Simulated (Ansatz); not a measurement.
Consider the ligand exchange at a Ge–N bond: `C[N](C)[Ge][F]` + tert-butanol → `CC(C)(C)[O][Ge][F]` + dimethylamine.

Computed with Ansatz on PBE0-D4/def2-TZVP structures; ΔE is electronic, products minus reactants. CCSD(T)/CBS is the MP2 limit (def2-TZVPP, def2-QZVPP) plus CCSD(T) − MP2 in def2-TZVPP, frozen cores. DFT in def2-TZVPP. B3LYP here is the variant with VWN-RPA as its local correlation; programs differ in this. HSE06 is defined as in plane-wave codes. For Ge outer-core shells are correlated without core-valence functions, which leaves a few kJ/mol of doubt a bond. Scalar relativity is left out up to krypton. Each species was taken in one conformer, which may not be the lowest.

```json
{"level": "LDA (SPW92)", "ΔE (kJ/mol)": "-3.7", "difference from CCSD(T)/CBS": "7.8"}
{"level": "revPBE-D4", "ΔE (kJ/mol)": "-12.6", "difference from CCSD(T)/CBS": "-1.1"}
{"level": "BLYP-D4", "ΔE (kJ/mol)": "-19.0", "difference from CCSD(T)/CBS": "-7.5"}
{"level": "B97M-V", "ΔE (kJ/mol)": "-18.3", "difference from CCSD(T)/CBS": "-6.8"}
{"level": "PBE0-D4", "ΔE (kJ/mol)": "-11.3", "difference from CCSD(T)/CBS": "0.2"}
{"level": "B3LYP-D4", "ΔE (kJ/mol)": "-18.2", "difference from CCSD(T)/CBS": "-6.7"}
{"level": "r2SCAN0-D4", "ΔE (kJ/mol)": "-11.4", "difference from CCSD(T)/CBS": "0.1"}
{"level": "HSE06-D4", "ΔE (kJ/mol)": "-11.0", "difference from CCSD(T)/CBS": "0.5"}
{"level": "BHLYP-D4", "ΔE (kJ/mol)": "-19.7", "difference from CCSD(T)/CBS": "-8.2"}
{"level": "CAM-B3LYP-D4", "ΔE (kJ/mol)": "-19.7", "difference from CCSD(T)/CBS": "-8.2"}
{"level": "ωB97X-V", "ΔE (kJ/mol)": "-18.5", "difference from CCSD(T)/CBS": "-7.0"}
{"level": "ωB97M-V", "ΔE (kJ/mol)": "-17.4", "difference from CCSD(T)/CBS": "-5.9"}
{"level": "B2PLYP", "ΔE (kJ/mol)": "-14.9", "difference from CCSD(T)/CBS": "-3.4"}
{"level": "PBE-QIDH", "ΔE (kJ/mol)": "-10.0", "difference from CCSD(T)/CBS": "1.5"}
{"level": "PBE", "ΔE (kJ/mol)": "-9.6", "difference from CCSD(T)/CBS": "1.9"}
{"level": "revPBE", "ΔE (kJ/mol)": "-10.5", "difference from CCSD(T)/CBS": "1.0"}
{"level": "BLYP", "ΔE (kJ/mol)": "-16.0", "difference from CCSD(T)/CBS": "-4.5"}
{"level": "r2SCAN", "ΔE (kJ/mol)": "-10.5", "difference from CCSD(T)/CBS": "1.0"}
{"level": "PBE0", "ΔE (kJ/mol)": "-9.3", "difference from CCSD(T)/CBS": "2.2"}
{"level": "B3LYP", "ΔE (kJ/mol)": "-15.4", "difference from CCSD(T)/CBS": "-3.9"}
{"level": "r2SCANh", "ΔE (kJ/mol)": "-10.4", "difference from CCSD(T)/CBS": "1.1"}
{"level": "r2SCAN0", "ΔE (kJ/mol)": "-10.4", "difference from CCSD(T)/CBS": "1.1"}
{"level": "HSE06", "ΔE (kJ/mol)": "-9.0", "difference from CCSD(T)/CBS": "2.5"}
{"level": "BHLYP", "ΔE (kJ/mol)": "-17.2", "difference from CCSD(T)/CBS": "-5.7"}
{"level": "CAM-B3LYP", "ΔE (kJ/mol)": "-17.4", "difference from CCSD(T)/CBS": "-5.9"}
{"level": "LC-ωPBE", "ΔE (kJ/mol)": "-14.4", "difference from CCSD(T)/CBS": "-2.9"}
{"level": "HF/def2-SVP", "ΔE (kJ/mol)": "-20.7", "difference from CCSD(T)/CBS": "-9.2"}
{"level": "MP2/def2-SVP", "ΔE (kJ/mol)": "-13.8", "difference from CCSD(T)/CBS": "-2.3"}
{"level": "CCSD/def2-SVP", "ΔE (kJ/mol)": "-15.6", "difference from CCSD(T)/CBS": "-4.1"}
{"level": "CCSD(T)/def2-SVP", "ΔE (kJ/mol)": "-14.9", "difference from CCSD(T)/CBS": "-3.4"}
{"level": "HF/def2-TZVPP", "ΔE (kJ/mol)": "-22.4", "difference from CCSD(T)/CBS": "-10.9"}
{"level": "MP2/def2-TZVPP", "ΔE (kJ/mol)": "-10.3", "difference from CCSD(T)/CBS": "1.2"}
{"level": "SCS-MP2/def2-TZVPP", "ΔE (kJ/mol)": "-13.1", "difference from CCSD(T)/CBS": "-1.6"}
{"level": "CCSD/def2-TZVPP", "ΔE (kJ/mol)": "-13.0", "difference from CCSD(T)/CBS": "-1.5"}
{"level": "CCSD(T)/def2-TZVPP", "ΔE (kJ/mol)": "-12.0", "difference from CCSD(T)/CBS": "-0.5"}
{"level": "HF/def2-QZVPP", "ΔE (kJ/mol)": "-22.8", "difference from CCSD(T)/CBS": "-11.3"}
{"level": "MP2/def2-QZVPP", "ΔE (kJ/mol)": "-10.2", "difference from CCSD(T)/CBS": "1.3"}
{"level": "SCS-MP2/def2-QZVPP", "ΔE (kJ/mol)": "-12.8", "difference from CCSD(T)/CBS": "-1.3"}
{"level": "HF/CBS(def2)", "ΔE (kJ/mol)": "-22.8", "difference from CCSD(T)/CBS": "-11.3"}
{"level": "CCSD/CBS(def2)", "ΔE (kJ/mol)": "-12.5", "difference from CCSD(T)/CBS": "-1.0"}
{"level": "CCSD(T)/CBS", "ΔE (kJ/mol)": "-11.5", "difference from CCSD(T)/CBS": "0"}
```

Largest T1 diagnostic among the species: 0.015.

At CCSD(T), def2-SVP lies −3.4 kJ/mol from the extrapolated value and def2-TZVPP −0.5 kJ/mol. In def2-TZVPP, CCSD(T) changes the Hartree–Fock value by +10.3 kJ/mol (the triples alone add +1.0 kJ/mol) and MP2 by +12.0 kJ/mol.

CCSD(T)/CBS has its own doubt, a few kJ/mol and more with outer-core shells, so smaller differences from it don't rank the levels.
